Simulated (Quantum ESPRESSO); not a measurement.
# BN (F-43m) in Quantum ESPRESSO: notebook

Runs on BN. Level: LDA. Tasks: single point, equation of state.

Everything below comes from runs of Quantum ESPRESSO 7.5. Logs are shortened: lines on timing, memory, paths and dates and some standing lists are left out, and cuts for length are marked.

**Experimental background.**

From “Effect of nanostructuration on compressibility of cubic BN”, 2012, arxiv:1208.3664, for a bulk crystal of BN at 300 K: bulk modulus 395 ± 2 GPa.

The runs below are set against these values where they give the same quantity.

## 1. The structure

Symmetry: F-43m, No. 216, cubic system. The conventional cell has a = 3.626 Å, b = 3.626 Å, c = 3.626 Å, α = 90.00°, β = 90.00°, γ = 90.00°. N (site symmetry -43m) is surrounded by 4 B at 1.57 Å. B (site symmetry -43m) has 4 N at 1.57 Å as nearest neighbours.

The cell is a database's computed one.

## 2. Single point, LDA, 5.60 Å³/atom

The input, pw.in:

```
&CONTROL
  calculation = 'scf'
  prefix = 'pwscf'
  outdir = './tmp'
  pseudo_dir = './pseudo'
  tprnfor = .true.
  tstress = .true.
  disk_io = 'nowf'
/
&SYSTEM
  ibrav = 0
  nat = 2
  ntyp = 2
  ecutwfc = 84
  nbnd = 9
  occupations = 'smearing'
  smearing = 'fd'
  degauss = 0.00367493
/
&ELECTRONS
  conv_thr = 4d-10
  electron_maxstep = 120
  mixing_beta = 0.5
/
ATOMIC_SPECIES
N     14.0070 N.upf
B     10.8100 B.upf
CELL_PARAMETERS angstrom
   0.0000000000    1.7759905947    1.7759905947
   1.7759905947    0.0000000000    1.7759905947
   1.7759905947    1.7759905947    0.0000000000
ATOMIC_POSITIONS crystal
N      0.2500000000    0.2500000000    0.2500000000
B      0.0000000000    0.0000000000    0.0000000000
K_POINTS automatic
13 13 13 0 0 0
```

Potentials or basis: PseudoDojo 0.4.1 SR LDA standard.

Run with:

```sh
$ OMP_NUM_THREADS=1 pw.x -in pw.in > pw.out
```

pw.out:

```text
This program is part of the open-source Quantum ESPRESSO suite
     for quantum simulation of materials; please cite
[... 9 lines left out ...]
     --------------------
     sticks:   dense  smooth     PW     G-vecs:    dense   smooth      PW
     Sum         511     511    163                 7799     7799    1459

     Using Slab Decomposition

     bravais-lattice index     =            0
     lattice parameter (alat)  =       4.7463  a.u.
     unit-cell volume          =      75.6047 (a.u.)^3
     number of atoms/cell      =            2
     number of atomic types    =            2
     number of electrons       =         8.00
     number of Kohn-Sham states=            9
     kinetic-energy cutoff     =      84.0000  Ry
     charge density cutoff     =     336.0000  Ry
     scf convergence threshold =      4.0E-10
     mixing beta               =       0.5000
     number of iterations used =            8  plain     mixing
     Exchange-correlation= SLA  PW   NOGX NOGC
                           (   1   4   0   0   0   0   0)

     celldm(1)=   4.746293  celldm(2)=   0.000000  celldm(3)=   0.000000
     celldm(4)=   0.000000  celldm(5)=   0.000000  celldm(6)=   0.000000

     crystal axes: (cart. coord. in units of alat)
               a(1) = (   0.000000   0.707107   0.707107 )
               a(2) = (   0.707107   0.000000   0.707107 )
               a(3) = (   0.707107   0.707107   0.000000 )

     reciprocal axes: (cart. coord. in units 2 pi/alat)
               b(1) = ( -0.707107  0.707107  0.707107 )
               b(2) = (  0.707107 -0.707107  0.707107 )
               b(3) = (  0.707107  0.707107 -0.707107 )

     PseudoPot. # 1 for N  read from file:
     N.upf
     Pseudo is Norm-conserving + core correction, Zval =  5.0
     Generated using ONCVPSP code by D. R. Hamann
     Using radial grid of 1058 points,  4 beta functions with:
                l(1) =   0
                l(2) =   0
                l(3) =   1
                l(4) =   1

     PseudoPot. # 2 for B  read from file:
     B.upf
     Pseudo is Norm-conserving + core correction, Zval =  3.0
     Generated using ONCVPSP code by D. R. Hamann
     Using radial grid of 1498 points,  4 beta functions with:
                l(1) =   0
                l(2) =   0
                l(3) =   1
                l(4) =   1

     atomic species   valence    mass     pseudopotential
     N                 5.00    14.00700     N ( 1.00)
     B                 3.00    10.81000     B ( 1.00)

     24 Sym. Ops. (no inversion) found

   Cartesian axes

     site n.     atom                  positions (alat units)
         1        N      tau(   1) = (   0.3535534   0.3535534   0.3535534  )
         2        B      tau(   2) = (   0.0000000   0.0000000   0.0000000  )

     number of k points=    84  Fermi-Dirac smearing, width (Ry)=  0.0037
                       cart. coord. in units 2pi/alat
        k(    1) = (   0.0000000   0.0000000   0.0000000), wk =   0.0009103
        k(    2) = (   0.0543928   0.0543928  -0.0543928), wk =   0.0072827
        k(    3) = (   0.1087857   0.1087857  -0.1087857), wk =   0.0072827
        k(    4) = (   0.1631785   0.1631785  -0.1631785), wk =   0.0072827
        k(    5) = (   0.2175713   0.2175713  -0.2175713), wk =   0.0072827
        k(    6) = (   0.2719641   0.2719641  -0.2719641), wk =   0.0072827
[... 76 lines left out ...]
        k(   83) = (   0.0000000  -0.4351426   0.6527140), wk =   0.0218480
        k(   84) = (  -0.0543928  -0.3807498   0.7071068), wk =   0.0218480

     Dense  grid:     7799 G-vectors     FFT dimensions: (  27,  27,  27)

     Initial potential from superposition of free atoms

     starting charge       7.9998, renormalised to       8.0000
     Starting wfcs are    8 randomized atomic wfcs +    1 random wfcs

     Self-consistent Calculation

     iteration #  1     ecut=    84.00 Ry     beta= 0.50
     Davidson diagonalization with overlap
     ethr =  1.00E-02,  avg # of iterations =  5.1

     total energy              =     -26.81214322 Ry
     estimated scf accuracy    <       0.22969439 Ry

     iteration #  2     ecut=    84.00 Ry     beta= 0.50
     Davidson diagonalization with overlap
     ethr =  2.87E-03,  avg # of iterations =  1.1

     total energy              =     -26.84998226 Ry
     estimated scf accuracy    <       0.02163074 Ry

     iteration #  3     ecut=    84.00 Ry     beta= 0.50
     Davidson diagonalization with overlap
     ethr =  2.70E-04,  avg # of iterations =  1.1

     total energy              =     -26.85111029 Ry
     estimated scf accuracy    <       0.00311043 Ry

     iteration #  4     ecut=    84.00 Ry     beta= 0.50
     Davidson diagonalization with overlap
     ethr =  3.89E-05,  avg # of iterations =  1.3

     total energy              =     -26.85131308 Ry
     estimated scf accuracy    <       0.00003987 Ry

     iteration #  5     ecut=    84.00 Ry     beta= 0.50
     Davidson diagonalization with overlap
     ethr =  4.98E-07,  avg # of iterations =  2.8

     total energy              =     -26.85132132 Ry
     estimated scf accuracy    <       0.00000347 Ry

     iteration #  6     ecut=    84.00 Ry     beta= 0.50
     Davidson diagonalization with overlap
     ethr =  4.34E-08,  avg # of iterations =  1.3

     total energy              =     -26.85132186 Ry
     estimated scf accuracy    <          9.3E-09 Ry

     iteration #  7     ecut=    84.00 Ry     beta= 0.50
     Davidson diagonalization with overlap
     ethr =  1.17E-10,  avg # of iterations =  3.6

     total energy              =     -26.85132188 Ry
     estimated scf accuracy    <          4.9E-09 Ry

     iteration #  8     ecut=    84.00 Ry     beta= 0.50
     Davidson diagonalization with overlap
     ethr =  6.07E-11,  avg # of iterations =  1.0

     End of self-consistent calculation

          k = 0.0000 0.0000 0.0000 (   941 PWs)   bands (ev):

    -8.9005  11.7697  11.7697  11.7697  20.7712  20.7712  20.7712  23.0811
    37.2496

          k = 0.0544 0.0544-0.0544 (   950 PWs)   bands (ev):

    -8.7498  10.9633  11.6038  11.6038  21.0202  21.0202  21.0292  23.5075
    36.9348

          k = 0.1088 0.1088-0.1088 (   968 PWs)   bands (ev):

    -8.3015   9.0444  11.1901  11.1901  21.4797  21.6182  21.6182  24.5687
    36.2528

          k = 0.1632 0.1632-0.1632 (   965 PWs)   bands (ev):

    -7.5702   6.7096  10.6920  10.6920  21.9087  22.2371  22.2371  25.7043
    35.6718

          k = 0.2176 0.2176-0.2176 (   974 PWs)   bands (ev):

    -6.5916   4.3552  10.2401  10.2401  22.2892  22.6118  22.6118  26.5471
    35.4245

          k = 0.2720 0.2720-0.2720 (   984 PWs)   bands (ev):

    -5.4650   2.2474   9.9094   9.9094  22.5751  22.7211  22.7211  27.0524
    35.4718
[... 371 lines left out ...]
          k = 0.0000-0.3264 0.5439 (   990 PWs)   bands (ev):

    -3.3393   3.2140   4.8052   7.0899  21.4756  24.1015  26.8134  28.9883
    30.4789

          k =-0.0544-0.4895 0.7071 (   985 PWs)   bands (ev):

    -2.8182   3.2551   5.4175   5.5557  19.3365  23.8361  27.5220  29.5208
    31.9002

          k = 0.0000-0.4351 0.6527 (   984 PWs)   bands (ev):

    -2.6140   3.5714   4.2157   5.8108  20.3565  25.1383  26.7626  28.6344
    31.4946

          k =-0.0544-0.3807 0.7071 (   985 PWs)   bands (ev):

    -2.6299   3.6536   4.4681   5.3325  21.3642  25.2506  26.5213  27.8846
    31.3918

     the Fermi energy is    14.1745 ev

!    total energy              =     -26.85132188 Ry
     estimated scf accuracy    <          7.3E-11 Ry
     smearing contrib. (-TS)   =       0.00000000 Ry
     internal energy E=F+TS    =     -26.85132188 Ry

     The total energy is F=E-TS. E is the sum of the following terms:
     one-electron contribution =       5.29246568 Ry
     hartree contribution      =       3.44848373 Ry
     xc contribution           =      -8.78415042 Ry
     ewald contribution        =     -26.80812087 Ry

     convergence has been achieved in   8 iterations

     Forces acting on atoms (cartesian axes, Ry/au):

     atom    1 type  1   force =    -0.00000000   -0.00000000    0.00000000
     atom    2 type  2   force =     0.00000000    0.00000000   -0.00000000

     Total force =     0.000000     Total SCF correction =     0.000000

     Computing stress (Cartesian axis) and pressure

          total   stress  (Ry/bohr**3)                   (kbar)     P=      103.70
   0.00070495   0.00000000   0.00000000          103.70        0.00        0.00
   0.00000000   0.00070495  -0.00000000            0.00      103.70       -0.00
   0.00000000  -0.00000000   0.00070495            0.00       -0.00      103.70

=------------------------------------------------------------------------------=
   JOB DONE.
=------------------------------------------------------------------------------=
```

Run time: 7.2 s. Hardware: 1 thread of Arm Neoverse V2, shared host; peak memory 0.05 GiB.

Results:

| Item | Value |
| --- | --- |
| Free energy | -365.3308 eV |
| Pressure | 10.4 GPa |
| Band gap on the k mesh | 4.57 eV, indirect (least direct gap 9.00 eV) |

Caveat: an odd mesh through Γ misses points on the zone boundary, where band edges often lie.

## 3. Single point, LDA, 5.72 Å³/atom

pw.in: that of step 2 with these lines changed.

```diff
@@ -28,5 +28,5 @@
 CELL_PARAMETERS angstrom
-   0.0000000000    1.7759905947    1.7759905947
-   1.7759905947    0.0000000000    1.7759905947
-   1.7759905947    1.7759905947    0.0000000000
+   0.0000000000    1.7884979828    1.7884979828
+   1.7884979828    0.0000000000    1.7884979828
+   1.7884979828    1.7884979828    0.0000000000
 ATOMIC_POSITIONS crystal
```

Potentials or basis: PseudoDojo 0.4.1 SR LDA standard.

Run with:

```sh
$ OMP_NUM_THREADS=1 pw.x -in pw.in > pw.out
```

Run time: 7.2 s. Hardware: 1 thread of Arm Neoverse V2, shared host; peak memory 0.05 GiB.

Results (log left out):

- Free energy: -365.3396 eV
- Pressure: 1.5 GPa
- Band gap on the k mesh: 4.54 eV, indirect (least direct gap 8.90 eV)

Caveat: an odd mesh through Γ misses points on the zone boundary, where band edges often lie.

## 4. Single point, LDA, 5.84 Å³/atom

pw.in: that of step 3 with these lines changed.

```diff
@@ -28,5 +28,5 @@
 CELL_PARAMETERS angstrom
-   0.0000000000    1.7884979828    1.7884979828
-   1.7884979828    0.0000000000    1.7884979828
-   1.7884979828    1.7884979828    0.0000000000
+   0.0000000000    1.8008328414    1.8008328414
+   1.8008328414    0.0000000000    1.8008328414
+   1.8008328414    1.8008328414    0.0000000000
 ATOMIC_POSITIONS crystal
```

Run with:

```sh
$ OMP_NUM_THREADS=1 pw.x -in pw.in > pw.out
```

Wall time 7.6 s (1 thread of Arm Neoverse V2, shared host); peak memory 0.05 GiB.

Results (log left out):

```
Free energy            : -365.3358 eV
Pressure               : -6.6 GPa
Band gap on the k mesh : 4.51 eV, indirect (least direct gap 8.80 eV)
```

Caveat: an odd mesh through Γ misses points on the zone boundary, where band edges often lie.

## 5. Single point, LDA, 5.96 Å³/atom

pw.in: that of step 4 with these lines changed.

```diff
@@ -28,5 +28,5 @@
 CELL_PARAMETERS angstrom
-   0.0000000000    1.8008328414    1.8008328414
-   1.8008328414    0.0000000000    1.8008328414
-   1.8008328414    1.8008328414    0.0000000000
+   0.0000000000    1.8130010000    1.8130010000
+   1.8130010000    0.0000000000    1.8130010000
+   1.8130010000    1.8130010000    0.0000000000
 ATOMIC_POSITIONS crystal
```

Run with:

```sh
$ OMP_NUM_THREADS=1 pw.x -in pw.in > pw.out
```

It took 7.6 s on 1 thread of Arm Neoverse V2, shared host; peak memory 0.05 GiB.

It converged, with:

| Property | Result |
| --- | --- |
| Free energy | -365.3205 eV |
| Pressure | -13.9 GPa |
| Band gap on the k mesh | 4.48 eV, indirect (least direct gap 8.70 eV) |

Caveat: an odd mesh through Γ misses points on the zone boundary, where band edges often lie.

## 6. Single point, LDA, 6.08 Å³/atom

pw.in: that of step 5 with these lines changed.

```diff
@@ -28,5 +28,5 @@
 CELL_PARAMETERS angstrom
-   0.0000000000    1.8130010000    1.8130010000
-   1.8130010000    0.0000000000    1.8130010000
-   1.8130010000    1.8130010000    0.0000000000
+   0.0000000000    1.8250079791    1.8250079791
+   1.8250079791    0.0000000000    1.8250079791
+   1.8250079791    1.8250079791    0.0000000000
 ATOMIC_POSITIONS crystal
```

Potentials or basis: PseudoDojo 0.4.1 SR LDA standard.

Run with:

```sh
$ OMP_NUM_THREADS=1 pw.x -in pw.in > pw.out
```

Wall time 7.8 s (1 thread of Arm Neoverse V2, shared host); peak memory 0.05 GiB.

The run converged. Its results:

```
Free energy            : -365.2948 eV
Pressure               : -20.6 GPa
Band gap on the k mesh : 4.45 eV, indirect (least direct gap 8.61 eV)
```

Caveat: an odd mesh through Γ misses points on the zone boundary, where band edges often lie.

## 7. Single point, LDA, 6.20 Å³/atom

pw.in: that of step 6 with these lines changed.

```diff
@@ -28,5 +28,5 @@
 CELL_PARAMETERS angstrom
-   0.0000000000    1.8250079791    1.8250079791
-   1.8250079791    0.0000000000    1.8250079791
-   1.8250079791    1.8250079791    0.0000000000
+   0.0000000000    1.8368590123    1.8368590123
+   1.8368590123    0.0000000000    1.8368590123
+   1.8368590123    1.8368590123    0.0000000000
 ATOMIC_POSITIONS crystal
```

Run with:

```sh
$ OMP_NUM_THREADS=1 pw.x -in pw.in > pw.out
```

Run time: 7.9 s. Hardware: 1 thread of Arm Neoverse V2, shared host; peak memory 0.05 GiB.

Results (log left out):

- Free energy: -365.2597 eV
- Pressure: -26.6 GPa
- Band gap on the k mesh: 4.42 eV, indirect (least direct gap 8.51 eV)

Caveat: an odd mesh through Γ misses points on the zone boundary, where band edges often lie.

## 8. Single point, LDA, 6.32 Å³/atom

pw.in: that of step 7 with these lines changed.

```diff
@@ -28,5 +28,5 @@
 CELL_PARAMETERS angstrom
-   0.0000000000    1.8368590123    1.8368590123
-   1.8368590123    0.0000000000    1.8368590123
-   1.8368590123    1.8368590123    0.0000000000
+   0.0000000000    1.8485590667    1.8485590667
+   1.8485590667    0.0000000000    1.8485590667
+   1.8485590667    1.8485590667    0.0000000000
 ATOMIC_POSITIONS crystal
```

Run with:

```sh
$ OMP_NUM_THREADS=1 pw.x -in pw.in > pw.out
```

It took 7.9 s on 1 thread of Arm Neoverse V2, shared host; peak memory 0.05 GiB.

The run converged. Its results:

* Free energy: -365.2160 eV
* Pressure: -32.1 GPa
* Band gap on the k mesh: 4.39 eV, indirect (least direct gap 8.42 eV)

Caveat: the cell as given lies far from equilibrium; an odd mesh through Γ misses points on the zone boundary, where band edges often lie.

## 9. Equation of state, LDA

Potentials or basis: PseudoDojo 0.4.1 SR LDA standard.

This step only gathers the single runs of the series.

What came out:

- Equilibrium volume: 5.74 Å³/atom
- Bulk modulus: 401 GPa
- Pressure derivative of the bulk modulus: 3.6

Energy against volume, from the lowest point:
```tsv
volume (Å³/atom)	energy (meV/atom)
5.602	4.38
5.721	0.00
5.840	1.92
5.959	9.56
6.078	22.40
6.198	39.96
6.317	61.80
```

## 10. Against experiment

Step 9. A measured bulk modulus of BN is 395 GPa (300 K; quoted in “Effect of nanostructuration on compressibility of cubic BN”, 2012, arxiv:1208.3664); the calculated 401 GPa misses it by +1.4 %. The fit is for a static lattice scaled at fixed shape and fixed fractional positions.
